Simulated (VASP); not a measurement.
# Ge (Fd-3m) in VASP: phonons with r2SCAN

Aim: the phonons of Ge with r2SCAN.

Program: VASP 6.6.1. These are calculated values, not measurements. Logs are shortened: lines on timing, memory, paths and dates and some standing lists are left out, and cuts for length are marked.

## Step 1: Starting point

It takes space group Fd-3m (No. 227, cubic). The conventional cell has a = 5.658 Å, b = 5.658 Å, c = 5.658 Å, α = 90.00°, β = 90.00°, γ = 90.00°. Around Ge (site symmetry -43m) lie 4 Ge at 2.45 Å.

## Step 2: Phonons, r2SCAN

Contents of POSCAR:

```
Ge
1.0
    0.0000000000      2.8290000000      2.8290000000
    2.8290000000      0.0000000000      2.8290000000
    2.8290000000      2.8290000000      0.0000000000
Ge
2
Direct
    0.0000000000      0.0000000000      0.0000000000
    0.2500000000      0.2500000000      0.2500000000
```

Contents of INCAR.step1:

```
PREC = Accurate
ENCUT = 600
EDIFF = 1E-8
ISMEAR = 0
SIGMA = 0.01
LREAL = False
LASPH = True
NELM = 80
ALGO = Normal
ISIF = 3
LWAVE = False
LCHARG = False
METAGGA = R2SCAN
LMIXTAU = True
IBRION = 2
NSW = 40
EDIFFG = -0.002
```

Contents of INCAR.step2:

```
PREC = Accurate
ENCUT = 600
EDIFF = 1E-8
ISMEAR = 0
SIGMA = 0.01
LREAL = False
LASPH = True
NELM = 80
ALGO = Normal
ISIF = 2
LWAVE = False
LCHARG = False
METAGGA = R2SCAN
LMIXTAU = True
IBRION = 6
NFREE = 2
POTIM = 0.015
NSW = 1
```

Contents of KPOINTS:

```
Automatic mesh
0
Gamma
  8 8 8
```

Potentials or basis: VASP PAW PBE potentials, release 64 (Ge_d).

Launch:

```
$ cat potpaw_PBE.64/Ge_d/POTCAR > POTCAR
$ cp INCAR.step1 INCAR
$ mpirun -np 1 vasp_std > vasp.out
$ cp CONTCAR POSCAR
$ cp INCAR.step2 INCAR
$ mpirun -np 1 vasp_std > vasp.out
```

OUTCAR:

```text
PREC = Accurate
   ENCUT = 600
   EDIFF = 1E-8
   ISMEAR = 0
   LREAL = False
   LASPH = True
   NELM = 80
   ISIF = 2
   METAGGA = R2SCAN
   IBRION = 6
   NFREE = 2
   POTIM = 0.015
   NSW = 1

 ion  position               nearest neighbor table
   1  0.000  0.000  0.000-   2 2.46   2 2.46   2 2.46   2 2.46
   2  0.250  0.250  0.250-   1 2.46   1 2.46   1 2.46   1 2.46

  LATTYP: Found a face centered cubic cell.
 ALAT       =     5.6756780008

  Lattice vectors:

 A1 = (   0.0000000000,   2.8378390004,   2.8378390004)
 A2 = (   2.8378390004,   0.0000000000,   2.8378390004)
 A3 = (   2.8378390004,   2.8378390004,   0.0000000000)

Analysis of symmetry for initial positions (statically):
=====================================================================
 Subroutine PRICEL returns:
 Original cell was already a primitive cell.

 Routine SETGRP: Setting up the symmetry group for a
 face centered cubic supercell.

 Subroutine GETGRP returns: Found 48 space group operations
 (whereof 24 operations were pure point group operations)
 out of a pool of 48 trial point group operations.

The static configuration has the point symmetry T_d .
 The point group associated with its full space group is O_h .

Analysis of symmetry for dynamics (positions and initial velocities):
=====================================================================
 Subroutine PRICEL returns:
 Original cell was already a primitive cell.

 Routine SETGRP: Setting up the symmetry group for a
 face centered cubic supercell.

 Subroutine GETGRP returns: Found 48 space group operations
 (whereof 24 operations were pure point group operations)
 out of a pool of 48 trial point group operations.

The dynamic configuration has the point symmetry T_d .
 The point group associated with its full space group is O_h .

 Subroutine INISYM returns: Found 48 space group operations
 (whereof 24 operations are pure point group operations),
 and found     1 'primitive' translations

----------------------------------------------------------------------------------------

                                     Primitive cell

  volume of cell :      45.7081

  direct lattice vectors                    reciprocal lattice vectors
     0.000000000  2.837839000  2.837839000    -0.176190404  0.176190404  0.176190404
     2.837839000  0.000000000  2.837839000     0.176190404 -0.176190404  0.176190404
     2.837839000  2.837839000  0.000000000     0.176190404  0.176190404 -0.176190404

  length of vectors
     4.013310402  4.013310402  4.013310402     0.305170732  0.305170732  0.305170732

  position of ions in fractional coordinates (direct lattice)
     0.000000000  0.000000000  0.000000000
     0.250000000  0.250000000  0.250000000

  ion indices of the primitive-cell ions
   primitive index   ion index
                 1           1
                 2           2

----------------------------------------------------------------------------------------

 KPOINTS: Automatic mesh

Automatic generation of k-mesh.
 Grid dimensions read from file:
 generate k-points for:    8    8    8

 Generating k-lattice:

  Cartesian coordinates                     Fractional coordinates (reciprocal lattice)
    -0.022023801  0.022023801  0.022023801     0.125000000  0.000000000  0.000000000
     0.022023801 -0.022023801  0.022023801     0.000000000  0.125000000  0.000000000
     0.022023801  0.022023801 -0.022023801     0.000000000  0.000000000  0.125000000

  Length of vectors
     0.038146341  0.038146341  0.038146341
[... 53 lines left out ...]
   NELM   =     80;   NELMIN=  2; NELMDL=  0     # of ELM steps
   EDIFF  = 0.1E-07   stopping-criterion for ELM
   LREAL  =      F    real-space projection
   EDIFFG = 0.1E-06   stopping-criterion for IOM
   NSW    =     61    number of steps for IOM
   IBRION =      6    ionic relax: 0-MD 1-quasi-New 2-CG
   NFREE  =      2    steps in history (QN), initial steepest desc. (CG)
   ISIF   =      2    stress and relaxation
   ISYM   =      2    0-nonsym 1-usesym 2-fastsym
   POTIM  = 0.0150    time-step for ionic-motion
   TEBEG  =    0.0;   TEEND  =   0.0 temperature during run
   PSTRESS=    0.0 pullay stress
   NELECT =      28.0000    total number of electrons
   NUPDOWN=      -1.0000    fix difference up-down
   EMIN   =  10.00;   EMAX   =-10.00  energy-range for DOS
   EFERMI =   0.00;   METHOD = LEGACY
   ISMEAR =     0;   SIGMA  =   0.01  broadening in eV -4-tet -1-fermi 0-gaus
   EFERMI_NEDOS =   21; number of points for ismear=-14 and -15
   IALGO  =     38    algorithm
   IMIX   =      4    mixing-type and parameters
     AMIX     =   0.40;   BMIX     =  1.00
     AMIX_MAG =   1.60;   BMIX_MAG =  1.00
  volume/ion in A,a.u.               =      22.85       154.23
  Fermi-wavevector in a.u.,A,eV,Ry     =   1.390368  2.627415 26.301737  1.933123
  Thomas-Fermi vector in A             =   2.514310
   LORBIT       =      0    0 simple, 1 ext, 2 COOP (PROOUT), +10 PAW based schemes
   METAGGA = R2SCAN    functional components
   LHFCALC =     F    Hartree Fock is set to
   AEXX    =    0.0000 exact exchange contribution
   IVDW    =     0    specifies the selected vdW correction
   LEPSILON=     F    determine dielectric tensor
   LRPA    =     F    only Hartree local field effects (RPA)
 finite differences with symmetry
 non-spin polarized calculation
 Gauss-broadening in eV      SIGMA  =   0.01
  energy-cutoff  :      600.00
  volume of cell :       45.71
 maximum number of plane-waves:      1540
   NGX = 17   NGY = 17   NGZ = 17

--------------------------------------- Ionic step        1  -------------------------------------------

 number of electron      28.0000020 magnetization

 Free energy of the ion-electron system (eV)
  ---------------------------------------------------
  ext. energy  EPLUGINS =         0.00000000
  ---------------------------------------------------
  free energy    TOTEN  =       -27.73737166 eV

  energy without entropy =      -27.73737166  energy(sigma->0) =      -27.73737166

------------------------ aborting loop because EDIFF is reached ----------------------------------------

  FORCE on cell =-STRESS in cart. coord.  units (eV):
  Direction    XX          YY          ZZ          XY          YZ          ZX
  --------------------------------------------------------------------------------------
  -------------------------------------------------------------------------------------
  Total        0.0066329      0.0066329      0.0066329     -0.0000000      0.0000000     -0.0000000
  in kB        0.2324989      0.2324989      0.2324989     -0.0000000      0.0000000     -0.0000000
  external PRESSURE =       0.2324989 kB  Pullay stress =       0.0000000 kB
[... 59 lines left out ...]
--------------------------------------- Ionic step        3  -------------------------------------------

 number of electron      28.0000016 magnetization

 Free energy of the ion-electron system (eV)
  ---------------------------------------------------
  ext. energy  EPLUGINS =         0.00000000
  ---------------------------------------------------
  free energy    TOTEN  =       -27.73604642 eV

  energy without entropy =      -27.73604642  energy(sigma->0) =      -27.73604642

 E-fermi :   4.9404     XC(G=0): -10.7691

 val. band max:        4.7836988225   @ k =   0.0000   0.0000   0.0000
 cond. band min:       5.0237251324   @ k =   0.0000   0.0000   0.0000
 fundamental gap:      0.2400263099
 Fermi energy:         4.9403611739

 k-point     1 :       0.0000    0.0000    0.0000
  band No.  band energies     occupation
      1     -20.7749      2.00000
      2     -20.7717      2.00000
      3     -20.7681      2.00000
      4     -20.7329      2.00000
      5     -20.7328      2.00000
      6     -20.5223      2.00000
[... 481 lines left out ...]
      5     -20.6552      2.00000
      6     -20.6023      2.00000
[... 10 lines left out ...]
     17      10.8554      0.00000
     18      12.0783      0.00000

 [... further k-points ...]

------------------------ aborting loop because EDIFF is reached ----------------------------------------

  FORCE on cell =-STRESS in cart. coord.  units (eV):
  Direction    XX          YY          ZZ          XY          YZ          ZX
  --------------------------------------------------------------------------------------
  -------------------------------------------------------------------------------------
  Total        0.0040660      0.0089752      0.0089752      0.0000000     -0.1247267      0.0000000
  in kB        0.1425245      0.3146007      0.3146007      0.0000000     -4.3719669      0.0000000
  external PRESSURE =       0.2572420 kB  Pullay stress =       0.0000000 kB
[... 17 lines left out ...]
  FREE ENERGIE OF THE ION-ELECTRON SYSTEM (eV)
  ---------------------------------------------------
  free  energy   TOTEN  =       -27.7360464246 eV

  energy  without entropy=      -27.7360464246  energy(sigma->0) =      -27.73604642

 INTERNAL STRAIN TENSORS FROM DISPLACED ATOMS
 ============================================

 INTERNAL STRAIN TENSOR FOR ION    1 for displacements in x,y,z  (eV/Angst):
          X           Y           Z          XY          YZ          ZX
  --------------------------------------------------------------------------------
  x     0.00000    -0.00000    -0.00000     0.00000     8.29440     0.00000
  y    -0.00000     0.00000    -0.00000     0.00000     0.00000     8.29440
  z    -0.00000    -0.00000     0.00000     8.29440     0.00000     0.00000

 INTERNAL STRAIN TENSOR FOR ION    2 for displacements in x,y,z  (eV/Angst):
          X           Y           Z          XY          YZ          ZX
  --------------------------------------------------------------------------------
  x     0.00000     0.00000     0.00000     0.00000    -8.29440     0.00000
  y     0.00000     0.00000     0.00000     0.00000     0.00000    -8.29440
  z     0.00000     0.00000     0.00000    -8.29440     0.00000     0.00000

 Eigenvectors and eigenvalues of the dynamical matrix
 ----------------------------------------------------

   1 f  =    8.900911 THz    55.926076 2PiTHz  296.902445 cm-1    36.811195 meV
             X         Y         Z           dx          dy          dz
      0.000000  0.000000  0.000000     0.000000   -0.707107    0.000000
      1.418920  1.418920  1.418920     0.000000    0.707107    0.000000
[... 21 lines left out ...]
   6 f  =    0.000000 THz     0.000000 2PiTHz    0.000000 cm-1     0.000000 meV
             X         Y         Z           dx          dy          dz
      0.000000  0.000000  0.000000     0.000000    0.000000    0.707107
      1.418920  1.418920  1.418920     0.000000    0.000000    0.707107

 ELASTIC MODULI CONTR FROM IONIC RELAXATION (kBar)
 Direction    XX          YY          ZZ          XY          YZ          ZX
 --------------------------------------------------------------------------------
 XX          -0.0000     -0.0000     -0.0000      0.0000      0.0000      0.0000
 YY          -0.0000     -0.0000     -0.0000      0.0000      0.0000      0.0000
 ZZ          -0.0000     -0.0000     -0.0000      0.0000      0.0000      0.0000
 XY           0.0000      0.0000      0.0000   -204.9054      0.0000      0.0000
 YZ           0.0000      0.0000      0.0000      0.0000   -204.9054      0.0000
 ZX           0.0000      0.0000      0.0000      0.0000      0.0000   -204.9054
 --------------------------------------------------------------------------------
```

Wall time 6.6 min (1 thread of Intel Xeon Platinum 8559C (Emerald Rapids), shared host); peak memory 0.28 GiB.

What came out:

```yaml
Relaxed_volume: 22.85 Å³/atom
Relaxed_cell: a = 4.013 Å, b = 4.013 Å, c = 4.013 Å, α = 60.00°, β = 60.00°, γ = 60.00°
Space_group_after_relaxing_to_0.05_Å: Fd-3m (No. 227)
Highest_phonon_frequency_at_Γ: 297 cm⁻¹
```

Step by step:
```tsv
step	energy change (eV)	largest force (eV/Å)	pressure (GPa)	volume (Å³)
1	0.0000	0.0000	0.71	45.28
2	-0.0007	0.0000	-0.34	45.94
3	-0.0009	0.0000	0.00	45.71
```

Final structure:
```
CELL_PARAMETERS angstrom
0.00000 2.83784 2.83784
2.83784 0.00000 2.83784
2.83784 2.83784 0.00000
ATOMIC_POSITIONS crystal
Ge 0.00000 0.00000 0.00000
Ge 0.25000 0.25000 0.25000
```

Phonon frequencies in cm⁻¹ (negative: imaginary):
```csv
q point,frequencies
"(0.000, 0.000, 0.000)",0 0 0 297 297 297
```

Caveat: the PAW data sets were made with another functional, which shifts forces and pressure a little.
